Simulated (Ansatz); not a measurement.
**K4I3Br (ordered model alloy, started on the KBr lattice) (Cmmm): converging the G0W0 gap**

How do accuracy and time trade against each other in G0W0 on K4I3Br (ordered model alloy, started on the KBr lattice) (Cmmm)?

Program: Ansatz 0.2.0. Level of theory: G0W0 on LDA, plane waves, PAW; PAW set soft_1. Results are calculated unless marked as measured.

## Step 1: The starting structure

It takes space group Cmmm (No. 65, orthorhombic). The conventional cell has a = 9.498 Å, b = 13.427 Å, c = 4.746 Å, α = 90.00°, β = 90.00°, γ = 90.00°. Nearest to K lie 2 Br at 3.28 Å and 4 I at 3.36 to 3.44 Å. K has 1 Br at 3.27 Å and 5 I at 3.36 to 3.44 Å nearest. Nearest to I lie 6 K at 3.36 Å. Nearest to I lie 6 K at 3.44 Å. Nearest to Br lie 6 K at 3.27 to 3.28 Å. It derives from KBr. Farther neighbours and most contacts between anions are not listed.

Structure file:

```cif
data_structure
_symmetry_space_group_name_H-M 'P 1'
_symmetry_Int_Tables_number 1
_cell_length_a 9.4949
_cell_length_b 9.4949
_cell_length_c 9.4983
_cell_angle_alpha 59.988
_cell_angle_beta 59.988
_cell_angle_gamma 59.980
_cell_volume 605.30
loop_
_atom_site_label
_atom_site_type_symbol
_atom_site_fract_x
_atom_site_fract_y
_atom_site_fract_z
_atom_site_occupancy
K1 K 0.00000 0.00000 0.98771 1
K2 K 0.00000 0.00000 0.51229 1
K3 K 0.00634 0.50634 0.99366 1
K4 K 0.99366 0.49366 0.50634 1
K5 K 0.50634 0.00634 0.99366 1
K6 K 0.49366 0.99366 0.50634 1
K7 K 0.50000 0.50000 0.98771 1
K8 K 0.50000 0.50000 0.51229 1
I9 I 0.25000 0.25000 0.25000 1
I10 I 0.25000 0.25000 0.75000 1
I11 I 0.25000 0.75000 0.25000 1
Br12 Br 0.25000 0.75000 0.75000 1
I13 I 0.75000 0.25000 0.25000 1
Br14 Br 0.75000 0.25000 0.75000 1
I15 I 0.75000 0.75000 0.25000 1
I16 I 0.75000 0.75000 0.75000 1
```

The structure was relaxed with LDA. The runs that relaxed it are not among those shown. Spin-orbit coupling is left out unless a step names it.

## Step 2: 272 empty bands, screening to 34 eV

Now the one-shot GW correction: screening in the RPA, then the self-energy of the levels asked for. This step takes PAW set soft_1 files.

File input.yaml:

```yaml
crystal:
  lattice:
    - [0.0021759663, 6.7141101044, 6.7137344387]
    - [6.7141101044, 0.0021759663, 6.7137344387]
    - [6.7162860707, 6.7162860707, 0.0]
  atoms:
    - { symbol: K, position: [0.0, 0.0, -0.0122916223] }
    - { symbol: K, position: [0.0, 0.0, 0.5122916223] }
    - { symbol: K, position: [0.0063358432, 0.5063358432, -0.0063358432] }
    - { symbol: K, position: [-0.0063358432, 0.4936641568, 0.5063358432] }
    - { symbol: K, position: [0.5063358432, 0.0063358432, -0.0063358432] }
    - { symbol: K, position: [0.4936641568, -0.0063358432, 0.5063358432] }
    - { symbol: K, position: [0.5, 0.5, -0.0122916223] }
    - { symbol: K, position: [0.5, 0.5, 0.5122916223] }
    - { symbol: I, position: [0.25, 0.25, 0.25] }
    - { symbol: I, position: [0.25, 0.25, 0.75] }
    - { symbol: I, position: [0.25, 0.75, 0.25] }
    - { symbol: Br, position: [0.25, 0.75, 0.75] }
    - { symbol: I, position: [0.75, 0.25, 0.25] }
    - { symbol: Br, position: [0.75, 0.25, 0.75] }
    - { symbol: I, position: [0.75, 0.75, 0.25] }
    - { symbol: I, position: [0.75, 0.75, 0.75] }
kpoints:
  mp_grid: { grid: [2, 2, 2] }
hamiltonian:
  xc: lda
  pseudopotentials: { kind: paw, azcp: { folder: soft_1 }, xc_functional: pbe }
scf:
  occupations: { method: fixed }
gw:
  n_empty_bands: 272
  ecut_chi: 34
  qp_bands: [v4, c4]
  qp_kpoints: band_edges
  screening: { model: contour_deformation }
```

Launch:

```bash
> ansatz run input.yaml --threads 4 --pin off --max-ram 17510MiB --backend cpu --events-out ev --progress --plain --runs-dir out
```

Numbers of over 12 decimals in the logs are rounded to 6 here.

What it wrote:

```text
Engine: ansatz 0.2.0, aarch64-unknown-linux-gnu
Pseudopotentials: kind: paw
Pseudopotential: K, paw, valence charge 9, recommended cutoff 420 eV (normal), soft_1/K.paw.azcp
Pseudopotential: I, paw, valence charge 17, recommended cutoff 420 eV (normal), soft_1/I.paw.azcp
Pseudopotential: Br, paw, valence charge 7, recommended cutoff 420 eV (normal), soft_1/Br.paw.azcp
Functional definition: SPW92
  exchange = slater_x
  correlation = pw_c
Crystal: 16 atoms, lattice volume = 605.300 Å³
Basis set: ecut = 420 eV, 11791 PW (Γ)
Bands: 113, of which v1, the nominal top of the filled ones, is band 94 counted from 1 (93 counted from 0)
Symmetry: 16 space group operations
Space group: Cmmm (ITA 65), of the structure as read, at distance tolerance 8.5e-5 Å
k-points: 5 of 8
Non-local potential: K, projectors of the file, l = 0: 3, l = 1: 2, l = 2: 2
Non-local potential: I, projectors of the file, l = 0: 2, l = 1: 2, l = 2: 2, l = 3: 1
Non-local potential: Br, projectors of the file, l = 0: 2, l = 1: 2, l = 2: 2
PAW form: soft (Blöchl's): semilocal exchange-correlation on the pseudo side does not see the compensation charge
PAW frozen core: K, regenerated for the run's functional, and the local potential with it (the file was generated under x = pbe(κ = 0.804, μ = 0.219515), c = pbe(β = 0.066725))
PAW frozen core: I, regenerated for the run's functional, and the local potential with it (the file was generated under x = pbe(κ = 0.804, μ = 0.219515), c = pbe(β = 0.066725))
PAW frozen core: Br, regenerated for the run's functional, and the local potential with it (the file was generated under x = pbe(κ = 0.804, μ = 0.219515), c = pbe(β = 0.066725))
PAW one-centre angular grid: K, 110 points (default); XC on 64 Gauss nodes
PAW one-centre angular grid: I, 590 points (default); XC on 64 Gauss nodes
PAW one-centre angular grid: Br, 110 points (default); XC on 64 Gauss nodes
Initial density: superposition of atomic densities (chi_scale 0.1, normalization cell, long waves kept (reshape's long-wave potential 0.02 eV rms))
Initial wavefunctions: pseudopotential atomic-orbital guess
Functional: x = slater, c = lda
SCF iter   1: F=—  HF=-61527.403851 eV  |F-HF|=—  |Δ(HF+E_count)|=         —  Δρ=4.27e-2  dr2=2.10e1  ethr=3.10e-3  ⟨swp⟩=5.4  Hψ=1755  notcnv=0  defer=76
preconditioner: auto → Resta (q_TF=auto, 2.245 Å⁻¹)  ε∞=2.4  [insulator: Δε(μ)=2.437 eV  Ē_g=13.671 eV  n_scr=112 (ndim 8)  ℏωp=16.0 eV  f_vac=0.000  ε∞_Penn≈2.4]
SCF iter   2: F=—  HF=-61519.077820 eV  |F-HF|=—  |Δ(HF+E_count)|=    8.33e0  Δρ=1.20e-2  dr2=2.03e0  ethr=3.10e-3  ⟨swp⟩=5.2  Hψ=1422  notcnv=0  defer=79
SCF iter   3: F=—  HF=-61518.267245 eV  |F-HF|=—  |Δ(HF+E_count)|=   8.11e-1  Δρ=4.70e-3  dr2=1.85e-1  ethr=1.08e-3  ⟨swp⟩=3.2  Hψ=863  notcnv=0  defer=81
SCF iter   4: F=—  HF=-61518.237681 eV  |F-HF|=—  |Δ(HF+E_count)|=   2.96e-2  Δρ=8.66e-4  dr2=8.88e-3  ethr=9.81e-5  ⟨swp⟩=3.2  Hψ=803  notcnv=0  defer=83
SCF iter   5: F=—  HF=-61518.235969 eV  |F-HF|=—  |Δ(HF+E_count)|=   1.71e-3  Δρ=2.18e-4  dr2=3.51e-4  ethr=4.72e-6  ⟨swp⟩=2.6  Hψ=890  notcnv=0  defer=85
SCF iter   6: F=—  HF=-61518.236306 eV  |F-HF|=—  |Δ(HF+E_count)|=   3.37e-4  Δρ=4.58e-5  dr2=1.67e-5  ethr=1.87e-7  ⟨swp⟩=2.0  Hψ=968  notcnv=0  defer=82
SCF iter   7: F=—  HF=-61518.236316 eV  |F-HF|=—  |Δ(HF+E_count)|=   1.09e-5  Δρ=1.58e-5  dr2=2.17e-6  ethr=8.89e-9  ⟨swp⟩=2.0  Hψ=1004  notcnv=0  defer=82
SCF iter   8: F=-61518.236316 eV  HF=-61518.236316 eV  |F-HF|=6.31e-8  |Δ(HF+E_count)|=   5.42e-7  Δρ=2.85e-6  dr2=5.17e-8  ethr=5.32e-11  ⟨swp⟩=22.0  Hψ=4415  notcnv=0
SCF 1 converged in 8 iterations: F = -61518.236316 eV  dr2 = 5.17e-8
  greatest PAW one-centre occupation: 0.999 electrons in one spin orbital (limit 2), on the I atom at site 14 (counted from 0), in its partial waves of l = 2
NSCF: frozen V_eff on 5 k-points
G₀W₀ screening: q 1/5
[... further progress lines ...]
NSCF: frozen V_eff on 1 k-points
NSCF: frozen V_eff on 1 k-points
[...]
SCF converged after 8 iterations
Free energy (F): -61518.236316 eV
Harris-Foulkes:  -61518.236316 eV  (|F-HF|=6.31e-8)
Internal energy: -61518.236316 eV  (E = F + TS)
E sigma→0 (E₀):  -61518.236316 eV
Fermi energy:    2.803343 eV
--- Per-component energies (eV) ---
  E_band       = -3277.629367
  E_kinetic    = 3266.569949
  E_local      = -19366.144417  (includes V_loc(G=0)·N_el)
  E_nonlocal   = 967.541378
  E_hartree    = 8163.284648
  E_xc         = -2103.449436
  E_vxc        = -2203.378323  (∫ρ·V_xc dr)
  E_paw        = -38169.896064  (= ΣΔE_a)
  E_vpaw       = -2268.768559  (= ΣTr[D̂ρ^β])
  E_aug_tail   = -0.014821  (compensation charges beyond the density's cutoff)
  E_ewald      = -14283.287720
  E_core_change = 7.160167  (= ΣΔE_core)
  E_smearing   = -0.000000  (= −TS)
  E_closure    = -0.000000  (closes the sum)
  Σ components = -61518.236316   (vs F -61518.236316, Δ=0.00e0)
--- Band table (eV; the first three rows and the last of 5) ---
  k-point 0: bands = [... 90 lower, 2.4600, 2.7160, 2.7624, 2.8033, 6.5661, 7.3324, 7.3458, 7.3480, ... 15 higher]
  k-point 1: bands = [... 90 lower, 2.3833, 2.4435, 2.6390, 2.6955, 7.6908, 7.8438, 8.1344, 8.2174, ... 15 higher]
  k-point 2: bands = [... 90 lower, 2.4979, 2.4979, 2.5748, 2.5748, 7.7300, 7.7300, 8.1831, 8.1831, ... 15 higher]
  k-point 4: bands = [... 90 lower, 2.3652, 2.4790, 2.4814, 2.6583, 7.8413, 7.9716, 8.0671, 8.1750, ... 15 higher]
--- G₀W₀: contour deformation, 5 samples at zero and on the imaginary axis and 1 off it, 8 q-points, 272 empty bands' worth ---
  eigenvalues of the whole cell's RPA ε∞ on this k-mesh (on a slab, of 1 + 4πα/V) = 2.9381, 2.9382, 2.9469; static W/v taken at q = 0 is 0.340011
  gw.qp_kpoints: band_edges: 5 of 5 stored k-points solved, in 1 pass; an edge of the gap read off the rows below is read off those points alone
    ik  band        ε_KS         Σx   Σc(E_QP)       V_xc       Z   E_QP_lin       E_QP  E_QP is
     0    91      2.4600   -17.0412     2.2172   -14.0604  0.8056     1.6883     1.6963  root
     0    92      2.7160   -17.6505     2.1980   -14.7558  0.8099     2.0132     2.0194  root
     0    93      2.7624   -17.5719     2.1856   -14.6978  0.8097     2.0679     2.0739  root
     0    94      2.8033   -17.5182     2.1778   -14.6550  0.8095     2.1119     2.1179  root
     0    95      6.5661    -4.8058    -3.0921    -9.0758  0.8443     7.7586     7.7438  root
     0    96      7.3324    -3.5430    -2.9995    -7.7960  0.8416     8.6036     8.5859  root
     0    97      7.3458    -3.5165    -2.9998    -7.7717  0.8419     8.6190     8.6013  root
     0    98      7.3480    -3.5167    -2.9984    -7.7688  0.8419     8.6193     8.6016  root
     1    91      2.3833   -17.2430     2.1957   -14.3072  0.8085     1.6361     1.6433  root
     1    92      2.4435   -17.0364     2.2122   -14.0593  0.8058     1.6706     1.6786  root
     1    93      2.6390   -17.2217     2.1679   -14.3496  0.8085     1.9284     1.9348  root
     1    94      2.6955   -17.1847     2.1761   -14.2982  0.8076     1.9785     1.9851  root
     1    95      7.6908    -4.9999    -3.0941    -9.3519  0.8397     8.9675     8.9487  root
     1    96      7.8438    -4.9240    -3.1052    -9.2783  0.8377     9.1114     9.0930  root
     1    97      8.1344    -4.0625    -3.0672    -8.4190  0.8372     9.4440     9.4236  root
     1    98      8.2174    -4.0054    -3.1161    -8.4531  0.8379     9.5711     9.5490  root
     2    91      2.4979   -17.2368     2.2020   -14.2981  0.8076     1.7541     1.7613  root
     2    92      2.4979   -17.2368     2.2020   -14.2981  0.8076     1.7541     1.7613  root
     2    93      2.5748   -17.1724     2.1878   -14.2586  0.8075     1.8419     1.8489  root
     2    94      2.5748   -17.1724     2.1878   -14.2586  0.8075     1.8419     1.8489  root
     2    95      7.7300    -4.9130    -3.0949    -9.2619  0.8391     9.0025     8.9839  root
     2    96      7.7300    -4.9130    -3.0949    -9.2619  0.8391     9.0025     8.9839  root
     2    97      8.1831    -4.0344    -3.0997    -8.4531  0.8376     9.5236     9.5020  root
     2    98      8.1831    -4.0344    -3.0997    -8.4531  0.8376     9.5236     9.5020  root
[...]
4    91      2.3652   -17.6124     2.3319   -14.4647  0.8047     1.5402     1.5495  root
     4    92      2.4790   -17.3709     2.1824   -14.4538  0.8099     1.7373     1.7442  root
     4    93      2.4814   -17.3765     2.1810   -14.4600  0.8100     1.7389     1.7459  root
     4    94      2.6583   -17.1704     2.1954   -14.2433  0.8068     1.9193     1.9265  root
     4    95      7.8413    -3.7535    -3.1013    -8.1906  0.8383     9.1983     9.1770  root
     4    96      7.9716    -5.2521    -3.1647    -9.8027  0.8384     9.3811     9.3576  root
     4    97      8.0671    -5.4411    -3.1850   -10.0142  0.8362     9.4788     9.4551  root
     4    98      8.1750    -3.4677    -3.1266    -7.9643  0.8398     9.5682     9.5450  root
```

Elapsed: 1.9 min, on 4 threads of Arm Neoverse V1, shared host; peak memory 3.2 GiB; 7.4 min of CPU time.

Reading the cycles: dr2 is the Hartree energy of the density residual (eV), the measure of convergence; HF is the Harris–Foulkes estimate of the energy, which meets the free energy F at convergence.

This step gave:

- bands summed: 366
- RPA ε∞ on this mesh (eigenvalues): 2.938, 2.938, 2.947
- plane waves in the screening matrix: 283
- q-points in the mesh: 8
- G0W0 gap on the mesh: 5.626 eV
- k of the valence top: 0, 0, 0
- k of the conduction bottom: 0, 0, 0
- starting gap on the mesh: 3.763 eV
- Z at the valence top: 0.8095
- Z at the conduction bottom: 0.8443
- least direct G0W0 gap on the computed points: 5.626 eV

The gap on the mesh goes from 3.76 eV to 5.63 eV, a correction of +1.86 eV. Between the two edge states, bare exchange in place of the xc potential would open the gap by 7.13 eV, and correlation takes back 5.27 eV.

## Step 3: 1077 empty bands, screening to 85 eV

Another rung: the empty bands reach about as high as the screening cutoff, so the two stay in balance.

input.yaml: that of step 2 with these lines changed.

```diff
@@ -30,4 +30,4 @@
 gw:
-  n_empty_bands: 272
-  ecut_chi: 34
+  n_empty_bands: 1077
+  ecut_chi: 85.0
   qp_bands: [v4, c4]
```

What it wrote:

```text
[...]
Crystal: 16 atoms, lattice volume = 605.300 Å³
Basis set: ecut = 420 eV, 11791 PW (Γ)
Bands: 113, of which v1, the nominal top of the filled ones, is band 94 counted from 1 (93 counted from 0)
Symmetry: 16 space group operations
[...]
k-points: 5 of 8
[...]
SCF iter   1: F=—  HF=-61527.403851 eV  |F-HF|=—  |Δ(HF+E_count)|=         —  Δρ=4.27e-2  dr2=2.10e1  ethr=3.10e-3  ⟨swp⟩=5.4  Hψ=1755  notcnv=0  defer=76
[...]
SCF iter   8: F=-61518.236316 eV  HF=-61518.236316 eV  |F-HF|=6.31e-8  |Δ(HF+E_count)|=   5.42e-7  Δρ=2.85e-6  dr2=5.17e-8  ethr=5.32e-11  ⟨swp⟩=22.0  Hψ=4415  notcnv=0
SCF 1 converged in 8 iterations: F = -61518.236316 eV  dr2 = 5.17e-8
[...]
NSCF: frozen V_eff on 5 k-points
G₀W₀ screening: q 1/5
[... further progress lines ...]
[...]
SCF converged after 8 iterations
Free energy (F): -61518.236316 eV
[...]
Internal energy: -61518.236316 eV  (E = F + TS)
E sigma→0 (E₀):  -61518.236316 eV
Fermi energy:    2.803343 eV
[...]
--- Band table (eV; the first three rows and the last of 5) ---
  k-point 0: bands = [... 90 lower, 2.4600, 2.7160, 2.7624, 2.8033, 6.5661, 7.3324, 7.3458, 7.3480, ... 15 higher]
  k-point 1: bands = [... 90 lower, 2.3833, 2.4435, 2.6390, 2.6955, 7.6908, 7.8438, 8.1344, 8.2174, ... 15 higher]
  k-point 2: bands = [... 90 lower, 2.4979, 2.4979, 2.5748, 2.5748, 7.7300, 7.7300, 8.1831, 8.1831, ... 15 higher]
  k-point 4: bands = [... 90 lower, 2.3652, 2.4790, 2.4814, 2.6583, 7.8413, 7.9716, 8.0671, 8.1750, ... 15 higher]
[...]
bands read: the sum over 1171 bands ends inside a degenerate multiplet in 2 slots, whose members it reads at an even weight; the widest, k=2: bands 1171 to 1172 (counted from 1) at 1/2 each
[...]
0    91      2.4600   -17.0412     1.7581   -14.0604  0.7969     1.2157     1.2373  root
     0    92      2.7160   -17.6505     1.7060   -14.7558  0.8004     1.5086     1.5274  root
     0    93      2.7624   -17.5719     1.6910   -14.6978  0.8003     1.5606     1.5794  root
     0    94      2.8033   -17.5182     1.6831   -14.6550  0.8001     1.6046     1.6233  root
     0    95      6.5661    -4.8058    -3.2644    -9.0758  0.8433     7.5817     7.5715  root
     0    96      7.3324    -3.5430    -3.2047    -7.7960  0.8401     8.3926     8.3807  root
     0    97      7.3458    -3.5165    -3.2050    -7.7717  0.8403     8.4080     8.3960  root
     0    98      7.3480    -3.5167    -3.2033    -7.7688  0.8403     8.4086     8.3968  root
[...]
4    95      7.8413    -3.7535    -3.3240    -8.1906  0.8366     8.9685     8.9543  root
     4    96      7.9716    -5.2521    -3.4103    -9.8027  0.8358     9.1270     9.1119  root
     4    97      8.0671    -5.4411    -3.4393   -10.0142  0.8344     9.2156     9.2008  root
     4    98      8.1750    -3.4677    -3.3499    -7.9643  0.8379     9.3372     9.3217  root
```

Elapsed: 15 min, on 4 threads; peak memory 13 GiB.

Numbers from this step:

```
bands summed                                 : 1171
RPA ε∞ on this mesh (eigenvalues)            : 2.887, 2.887, 2.895
plane waves in the screening matrix          : 1067
q-points in the mesh                         : 8
G0W0 gap on the mesh                         : 5.948 eV
k of the valence top                         : 0, 0, 0
k of the conduction bottom                   : 0, 0, 0
starting gap on the mesh                     : 3.763 eV
Z at the valence top                         : 0.8001
Z at the conduction bottom                   : 0.8433
least direct G0W0 gap on the computed points : 5.948 eV
```

Against the run with 2×2×2 mesh, 272 empty bands, screening to 34 eV, PAW set soft_1 files, the gap moves by +0.32 eV.

## Step 4: Convergence and cost

Times are wall times on 4 threads of Arm Neoverse V1, shared host, good to a factor of about two.

| mesh | files | frequency | bands summed | cutoff (eV) | start (eV) | G0W0 (eV) | time | host memory (GiB) |
| --- | --- | --- | --- | --- | --- | --- | --- | --- |
| 2×2×2 | PAW set soft_1 | contour deformation | 366 | 34 | 3.763 | 5.626 | 1.9 min | 3.2 |
| 2×2×2 | PAW set soft_1 | contour deformation | 1171 | 85 | 3.763 | 5.948 | 15 min | 13 |

How the two edges are built up, in eV (the quasiparticle level is the starting level plus Σx plus Σc less Vxc):

| run | edge | start | Σx | Σc | Vxc | Z | QP |
| --- | --- | --- | --- | --- | --- | --- | --- |
| 366 bands | valence top | 2.80 | -17.52 | 2.18 | -14.65 | 0.81 | 2.12 |
| 366 bands | conduction bottom | 6.57 | -4.81 | -3.09 | -9.08 | 0.84 | 7.74 |
| 1171 bands | valence top | 2.80 | -17.52 | 1.68 | -14.65 | 0.80 | 1.62 |
| 1171 bands | conduction bottom | 6.57 | -4.81 | -3.26 | -9.08 | 0.84 | 7.57 |

## Step 5: Results

```json
{"366 bands, 34 eV": "5.626 eV", "1171 bands, 85 eV": "5.948 eV", "estimated limit in bands and cutoff": "6.09 eV", "mesh and start": "2×2×2, LDA"}
```

**Reading.** A line in one over the bands through the two rungs gives 6.09 eV, +0.15 eV from the top rung; with two points alone it is an unchecked estimate. The rungs stand 0.47 eV (366 bands) and 0.15 eV (1171 bands) from it. From 366 to 1171 bands the gap moves by +0.32 eV while the time grows 7.8-fold. Σc changes by −0.49 eV at the valence top and −0.17 eV at the conduction bottom, so the valence edge carries most of the change. The many-body steps are scalar-relativistic: spin-orbit coupling is not in them.

[Paths, hosts, dates, memory and timing lines, banners, echoed tables and standing remarks are left out of the program output.]

[Logs are printed without paths, hosts, clocks, repeated set-up lines and the standing remarks that a program may print on its own settings, such as how far it seeks lower states.]

[Runs of the session that timed out or met a known fault of the program may be left out.]

[Cells called generated may have been cut or substituted from an entry of the Crystallography Open Database or the Materials Project.]

[Hosts, paths, dates, database ids (printed as entryN), source tags and the programs' standing remarks are cut or masked in the printed files.]
